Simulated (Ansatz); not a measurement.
# PbI2: the cost of one run

Computed with Ansatz 0.2.0 (plane waves, PAW, unless a step's input says otherwise).

1 further run of the same task is left out (it didn't finish).

**1. The starting structure**

Symmetry: P-3m1, No. 164, trigonal system. The conventional cell has a = 4.564 Å, b = 4.564 Å, c = 7.048 Å, α = 90.00°, β = 90.00°, γ = 120.00°. Pb (site symmetry -3m) is surrounded by 6 I at 3.24 Å. I (site symmetry 3m) is surrounded by 3 Pb at 3.24 Å.

Coordinates:

```cif
data_structure
_symmetry_space_group_name_H-M 'P-3m1'
_symmetry_Int_Tables_number 164
_cell_length_a 4.5641
_cell_length_b 4.5641
_cell_length_c 7.0475
_cell_angle_alpha 90.000
_cell_angle_beta 90.000
_cell_angle_gamma 120.000
_cell_volume 127.14
loop_
_atom_site_label
_atom_site_type_symbol
_atom_site_symmetry_multiplicity
_atom_site_Wyckoff_symbol
_atom_site_fract_x
_atom_site_fract_y
_atom_site_fract_z
_atom_site_occupancy
Pb1 Pb 1 a 0.00000 0.00000 0.00000 1
I1 I 2 d 0.33333 0.66667 0.26671 1
```

The cell was relaxed beforehand with r2SCAN+rVV10; those runs aren't shown. No run includes spin-orbit coupling, which matters for I, Pb.

**2. PBE, anion s p, 6×6×2**

input.yaml reads:

```yaml
crystal:
  lattice:
    - [4.5640817624, 0.0, 0.0]
    - [-2.2820408812, 3.9526107512, 0.0]
    - [0.0, 0.0, 7.0475119681]
  atoms:
    - { symbol: Pb, position: [0.0, 0.0, 0.0] }
    - { symbol: I, position: [0.3333333333, 0.6666666667, 0.2667068027] }
    - { symbol: I, position: [0.6666666667, 0.3333333333, 0.7332931973] }
kpoints:
  mp_grid: { grid: [6, 6, 4] }
  band_path:
    path:
      - [[0.0, 0.0, 0.0], [0.5, 2.731455461147e-17, -1.038872247018e-33], [0.3333333333333, 0.3333333333333, -5.324546714096e-19], [0.0, 0.0, 0.0], [-6.330053081982e-36, 1.671761313124e-35, 0.5], [0.5, 2.714591975271e-17, 0.5], [0.3333333333333, 0.3333333333333, 0.5], [-6.330053081982e-36, 1.671761313124e-35, 0.5]]
      - [[0.5, 2.714591975271e-17, 0.5], [0.5, 2.731455461147e-17, -1.038872247018e-33]]
      - [[0.3333333333333, 0.3333333333333, 0.5], [0.3333333333333, 0.3333333333333, -5.324546714096e-19]]
    npoints: 10
hamiltonian:
  xc: pbe
scf:
  occupations: { method: fixed }
  n_extra_bands: 6
output:
  forces: false
  stress: false
  eigenvalues: true
  wannier:
    kmesh: [6, 6, 2]
    projections: [{ species: I, l: s }, { species: I, l: p }]
    minimise: true
    write_hr: true
    conv_tol: 1.0e-08
    max_iter: 3000
  write_density: true
  write_potential: true
  elf: true
  volumetric_format: npy
```

Command:

```console
$ ansatz run input.yaml --threads 4 --pin off --max-ram 3686MiB --backend cpu --events-out ev --progress --plain --runs-dir out
```

Q: Estimate wall time and peak memory on 4 threads of Intel Xeon 6975P-C (Granite Rapids), shared host.

About 4 s, with a peak of 0.54 GiB.
